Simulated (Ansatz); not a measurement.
# CdTe (F-43m) in Ansatz: notebook

Aim: see how the results for CdTe move with the level of theory and the settings. Levels: LDA, RPBE+D4, rPW86-PBE+rVV10, exchange-only PBE, PBE. Tasks: relaxation of cell and atoms, single point.

Program: Ansatz 0.2.0. These are calculated values, not measurements. Logs are shortened: lines on timing, memory, paths and dates and some standing lists are left out, and cuts for length are marked.

**Measured values to compare with.**

From a printed reference work, data compilation, for a bulk crystal of CdTe at 0 K: band gap 1.607 eV.

The results are compared with them further down.

### Step 1. The structure

The structure is cubic, space group F-43m (No. 216). Conventional cell: a = 6.410 Å, b = 6.410 Å, c = 6.410 Å, α = 90.00°, β = 90.00°, γ = 90.00°. Te (site symmetry -43m) is surrounded by 4 Cd at 2.78 Å. Cd (site symmetry -43m) has 4 Te at 2.78 Å as nearest neighbours.

### Step 2. Relaxation of cell and atoms, LDA

Contents of input.yaml:

```yaml
crystal:
  lattice:
    - [0.0, 3.205, 3.205]
    - [3.205, 0.0, 3.205]
    - [3.205, 3.205, 0.0]
  atoms:
    - { symbol: Te, position: [0.75, 0.75, 0.75] }
    - { symbol: Cd, position: [0.0, 0.0, 0.0] }
hamiltonian:
  xc: lda
  pseudopotentials: { kind: paw }
kpoints:
  mp_grid: { grid: [7, 7, 7] }
scf:
  occupations: { method: fermi_dirac, width: 0.05 }
output:
  forces: true
  stress: true
relax:
  f_tol: 0.01
  max_steps: 40
  cell: { stress_tol: 0.05 }
```

Potentials or basis: Ansatz PAW.

Run with:

```
ansatz run input.yaml --threads 2 --pin off --max-ram 5120MiB --backend cpu --events-out ev --progress --plain --runs-dir out
```

The log of the run:

```text
Warning: RAYON_NUM_THREADS=2 ignored (pool sized by the plan → 2); use --threads N
Engine: ansatz 0.2.0, aarch64-unknown-linux-gnu
Pseudopotentials: kind: paw
Pseudopotential: Te, paw, valence charge 16, recommended cutoff 420 eV (normal), Te.paw.azcp
Pseudopotential: Cd, paw, valence charge 20, recommended cutoff 420 eV (normal), Cd.paw.azcp
Functional definition: SPW92
  exchange = slater_x
  correlation = pw_c
Crystal: 2 atoms, lattice volume = 65.844 Å³
Basis set: ecut = 420 eV, 1243 PW (Γ)
Bands: 22, of which v1, the nominal top of the filled ones, is band 18 counted from 1 (17 counted from 0)
Symmetry: 24 space group operations
Space group: F-43m (ITA 216), of the structure as read, at distance tolerance 4.0e-5 Å
k-points: 20 of 343 (time reversal used)
Non-local potential: Te, projectors of the file, l = 0: 2, l = 1: 2, l = 2: 2, l = 3: 2
Non-local potential: Cd, projectors of the file, l = 0: 3, l = 1: 2, l = 2: 2, l = 3: 1
PAW form: soft (Blöchl's): semilocal exchange-correlation on the pseudo side does not see the compensation charge
PAW frozen core: Te, regenerated for the run's functional, and the local potential with it (the file was generated under x = pbe(κ = 0.804, μ = 0.2195149727645171), c = pbe(β = 0.06672455060314922))
PAW frozen core: Cd, regenerated for the run's functional, and the local potential with it (the file was generated under x = pbe(κ = 0.804, μ = 0.2195149727645171), c = pbe(β = 0.06672455060314922))
PAW one-centre angular grid: Te, 590 points (default); XC on 64 Gauss nodes
PAW one-centre angular grid: Cd, 590 points (default); XC on 64 Gauss nodes
Initial density: superposition of atomic densities (neutral atoms: chi_scale 0, normalization atom), corrected by the library's trained network
Initial wavefunctions: pseudopotential atomic-orbital guess
Functional: x = slater, c = lda
SCF iter   1: F=—  HF=-14945.816348 eV  |F-HF|=—  |Δ(HF+E_count)|=         —  Δρ=6.56e-3  dr2=2.10e-2  ethr=1.77e-3  ⟨swp⟩=6.0  Hψ=2077  notcnv=0
preconditioner: auto → none  [insulator: Δε(μ)=0.571 eV  Ē_g=11.379 eV  σ=0.050 eV  W_gap=0.99  n_scr=14 (ndim 8)  ℏωp=19.4 eV  f_vac=0.179  D(μ)=0.00/eV (n_scr^D=0)  ε∞_Penn≈3.9]
SCF iter   2: F=—  HF=-14945.809210 eV  |F-HF|=—  |Δ(HF+E_count)|=   7.14e-3  Δρ=2.12e-3  dr2=1.29e-3  ethr=5.85e-5  ⟨swp⟩=3.0  Hψ=1040  notcnv=0
SCF iter   3: F=—  HF=-14945.809114 eV  |F-HF|=—  |Δ(HF+E_count)|=   9.59e-5  Δρ=1.02e-3  dr2=3.07e-4  ethr=3.59e-6  ⟨swp⟩=2.0  Hψ=551  notcnv=0
SCF iter   4: F=—  HF=-14945.809114 eV  |F-HF|=—  |Δ(HF+E_count)|=   3.92e-7  Δρ=3.05e-4  dr2=5.91e-5  ethr=8.54e-7  ⟨swp⟩=2.0  Hψ=599  notcnv=0
SCF iter   5: F=—  HF=-14945.809085 eV  |F-HF|=—  |Δ(HF+E_count)|=   2.89e-5  Δρ=2.19e-5  dr2=2.95e-7  ethr=1.64e-7  ⟨swp⟩=2.0  Hψ=609  notcnv=0
SCF iter   6: F=-14945.809085 eV  HF=-14945.809085 eV  |F-HF|=2.55e-8  |Δ(HF+E_count)|=   1.02e-7  Δρ=8.70e-6  dr2=3.21e-8  ethr=2.78e-10  ⟨swp⟩=5.0  Hψ=1604  notcnv=0
SCF 1 converged in 6 iterations: F = -14945.809085 eV  dr2 = 3.21e-8
relax step   1: F+E_penalty+E_count = -14945.80908492 eV  Δ(F+E_penalty+E_count) = +0.000e0 eV  max|allowed force component| = 8.327e-17 eV/Å  Δτ_max = 0.0000 Å  P = -0.024 GPa  Ω = 65.844 Å³  (6 SCF iters, dr2 threshold 1.00e-7 eV, accepted)
Initial density: handed on by an earlier stage of this run
Initial wavefunctions: pseudopotential atomic-orbital guess (no wavefunctions were taken with the density)
iter 1 solved again at ethr=8.65e-8 eV; its pass at ethr=3.10e-3 eV (dr2=3.11e-5 eV) is discarded
SCF iter   1: F=—  HF=-14945.809071 eV  |F-HF|=—  |Δ(HF+E_count)|=         —  Δρ=8.57e-6  dr2=3.15e-8  ethr=8.65e-8  ⟨swp⟩=4.0  Hψ=3285  notcnv=0
preconditioner: auto → none  [insulator: Δε(μ)=0.610 eV  Ē_g=11.435 eV  σ=0.050 eV  W_gap=0.99  n_scr=14 (ndim 8)  ℏωp=19.4 eV  f_vac=0.173  D(μ)=0.00/eV (n_scr^D=0)  ε∞_Penn≈3.9]
SCF iter   2: F=—  HF=-14945.809085 eV  |F-HF|=—  |Δ(HF+E_count)|=   1.40e-5  Δρ=2.26e-6  dr2=3.73e-9  ethr=8.74e-11  ⟨swp⟩=3.0  Hψ=870  notcnv=0
SCF iter   3: F=—  HF=-14945.809085 eV  |F-HF|=—  |Δ(HF+E_count)|=   1.17e-9  Δρ=1.03e-6  dr2=5.08e-10  ethr=1.04e-11  ⟨swp⟩=2.0  Hψ=605  notcnv=0
SCF iter   4: F=-14945.809085 eV  HF=-14945.809085 eV  |F-HF|=1.82e-12  |Δ(HF+E_count)|=  1.49e-10  Δρ=1.62e-7  dr2=8.88e-12  ethr=1.00e-12  ⟨swp⟩=5.0  Hψ=2385  notcnv=0
SCF 2 converged in 4 iterations: F = -14945.809085 eV  dr2 = 8.88e-12
relax step   2: F+E_penalty+E_count = -14945.80908493 eV  Δ(F+E_penalty+E_count) = -1.160e-8 eV  max|allowed force component| = 9.136e-17 eV/Å  Δτ_max = 0.0000 Å  P = -0.024 GPa  Ω = 65.844 Å³  stress off target by 2.39e-2 GPa  SCF on the basis re-selected at this cell (its energy is not comparable with the rows above)  (4 SCF iters)
basis re-selected at this cell: Δ(F+E_penalty+E_count) = -1.160e-8 eV, ΔP = +0.000 GPa vs the last step (what re-selecting the basis moved, of the pressure what is left beyond the Pulay correction that the steps carried, after the strain that the cell walked since its last selection, with what the two solves' SCF thresholds leave and, on support functions, any second-order correction that the steps lacked; it is no measure of the basis error at this ecutwfc). This SCF's stress stands 2.39e-2 GPa from its target on what of the cell is left free (relax.cell.stress_tol is 5.00e-2 GPa) and its largest allowed force component is 9.14e-17 eV/Å (relax.f_tol is 1.00e-2 eV/Å): within both
SCF converged after 4 iterations
Free energy (F): -14945.809085 eV
Harris-Foulkes:  -14945.809085 eV  (|F-HF|=1.82e-12)
Internal energy: -14945.809067 eV  (E = F + TS)
E sigma→0 (E₀):  -14945.809076 eV
Entropy (-TS):   -0.000018 eV (-0.009 meV/atom)
Fermi energy:    7.954370 eV
--- Per-component energies (eV) ---
  E_band       = -786.124921
  E_kinetic    = 687.573087
  E_local      = -5358.997656  (includes V_loc(G=0)·N_el)
  E_nonlocal   = -263.912098
  E_hartree    = 2700.050585
  E_xc         = -299.545983
  E_vxc        = -326.524099  (∫ρ·V_xc dr)
  E_paw        = -8457.676707  (= ΣΔE_a)
  E_vpaw       = -924.365144  (= ΣTr[D̂ρ^β])
  E_aug_tail   = -0.000224  (compensation charges beyond the density's cutoff)
  E_ewald      = -3954.745301
  E_core_change = 1.445230  (= ΣΔE_core)
  E_smearing   = -0.000018  (= −TS)
  E_closure    = -0.000000  (closes the sum)
  Σ components = -14945.809085   (vs F -14945.809085, Δ=0.00e0)
--- Forces (eV/Å), atoms counted from 1 ---
  atom   1  Te     0.00000000     0.00000000     0.00000000
  atom   2  Cd    -0.00000000     0.00000000    -0.00000000
  max |Σ_I F_I| component: 1.50e-16 eV/Å
--- Stress (GPa, compression-positive) ---
       -0.023857       0.000000      -0.000000
        0.000000      -0.023857       0.000000
       -0.000000       0.000000      -0.023857
  P = ⅓ Tr σ = -0.0239 GPa (-0.239 kbar)
--- Relaxed structure (1 steps of the walk, 1 accepted, 1 SCFs on fresh bases) ---
  F+E_penalty+E_count = -14945.80908493 eV   max|allowed force component| = 9.136e-17 eV/Å   (the final SCF, on the basis selected at the relaxed cell)
  cell:  # Å, volume = 65.8437 Å³
    - [0.0, 3.205, 3.205]
    - [3.205, 0.0, 3.205]
    - [3.205, 3.205, 0.0]
  atoms:
    - { symbol: Te, position: [0.75, 0.75, 0.75] }
    - { symbol: Cd, position: [0.0, 0.0, 0.0] }
```

Wall time 2.9 s (2 threads of Arm Neoverse V1, shared host); peak memory 0.34 GiB.

What came out:

```
Free energy               : -14945.8091 eV
Energy gained by relaxing : 0.0 meV/atom
Ionic steps               : 2
Pressure after relaxing   : 0.0 GPa
Band gap on the k mesh    : 0.61 eV
```

Final structure:
```cif
data_structure
_symmetry_space_group_name_H-M 'P 1'
_symmetry_Int_Tables_number 1
_cell_length_a 4.5326
_cell_length_b 4.5326
_cell_length_c 4.5326
_cell_angle_alpha 60.000
_cell_angle_beta 60.000
_cell_angle_gamma 60.000
_cell_volume 65.84
loop_
_atom_site_label
_atom_site_type_symbol
_atom_site_fract_x
_atom_site_fract_y
_atom_site_fract_z
_atom_site_occupancy
Te1 Te 0.75000 0.75000 0.75000 1
Cd1 Cd 0.00000 0.00000 0.00000 1
```

Caveat: odd divisions of the mesh miss points on the zone boundary, where band edges often lie, so the gap on the mesh can be too wide; the plane-wave basis is chosen anew once the cell has moved, so the energies of steps on either side of that aren't comparable; spin-orbit coupling is left out, which moves the levels of the heavy elements; the PAW data sets come from PBE, with cores solved anew for the run's functional, which leaves a small shift of forces and pressure.

### Step 3. Relaxation of cell and atoms, RPBE+D4

input.yaml, as its differences from that of step 2:

```diff
@@ -9,4 +9,5 @@
 hamiltonian:
-  xc: lda
+  xc: rpbe
   pseudopotentials: { kind: paw }
+  dispersion: d4
 kpoints:
@@ -18,2 +19,6 @@
   stress: true
+  write_density: true
+  write_potential: true
+  elf: true
+  volumetric_format: npy
 relax:
```

Potentials or basis: Ansatz PAW.

Run with:

```
ansatz run input.yaml --threads 2 --pin off --max-ram 5120MiB --backend cpu --events-out ev --progress --plain --runs-dir out
```

It took 9.1 s on 2 threads of Arm Neoverse V1, shared host; peak memory 0.37 GiB.

The run converged. Its results:

```yaml
Free_energy: -15253.7227 eV
Relaxed_volume: 34.60 Å³/atom
Relaxed_cell: a = 4.608 Å, b = 4.608 Å, c = 4.608 Å, α = 60.00°, β = 60.00°, γ = 60.00°
Space_group_after_relaxing_to_0.05_Å: F-43m (No. 216)
Energy_gained_by_relaxing: 10.7 meV/atom
Ionic_steps: 5
Pressure_after_relaxing: 0.0 GPa
Band_gap_on_the_k_mesh: 0.87 eV, direct
```

The path:
```
step  energy change (eV)  largest force (eV/Å)  volume (Å³)
   1              0.0000                0.0000        65.84
   2             -0.0154                0.0000        70.91
   3             -0.0205                0.0000        69.37
   4             -0.0206                0.0000        69.20
   5             -0.0213                0.0000        69.20
```

Final structure:
```cif
data_structure
_symmetry_space_group_name_H-M 'P 1'
_symmetry_Int_Tables_number 1
_cell_length_a 4.6083
_cell_length_b 4.6083
_cell_length_c 4.6083
_cell_angle_alpha 60.000
_cell_angle_beta 60.000
_cell_angle_gamma 60.000
_cell_volume 69.20
loop_
_atom_site_label
_atom_site_type_symbol
_atom_site_fract_x
_atom_site_fract_y
_atom_site_fract_z
_atom_site_occupancy
Te1 Te 0.75000 0.75000 0.75000 1
Cd1 Cd 0.00000 0.00000 0.00000 1
```

Levels at points of the mesh, in eV from the valence-band top:
```tsv
k point	band 16	band 17	band 18	band 19	band 20	band 21
(0.00, 0.00, 0.00)	0.00	0.00	0.00	0.87	4.69	4.69
```

Caveat: odd divisions of the mesh miss points on the zone boundary, where band edges often lie, so the gap on the mesh can be too wide; the plane-wave basis is chosen anew once the cell has moved, so the energies of steps on either side of that aren't comparable; spin-orbit coupling is left out, which moves the levels of the heavy elements; the PAW data sets come from PBE, with cores solved anew for the run's functional, which leaves a small shift of forces and pressure. Expect the measured gap to be larger: semilocal functionals such as RPBE lack the derivative discontinuity.

(Part 1 of 2 ends here.)
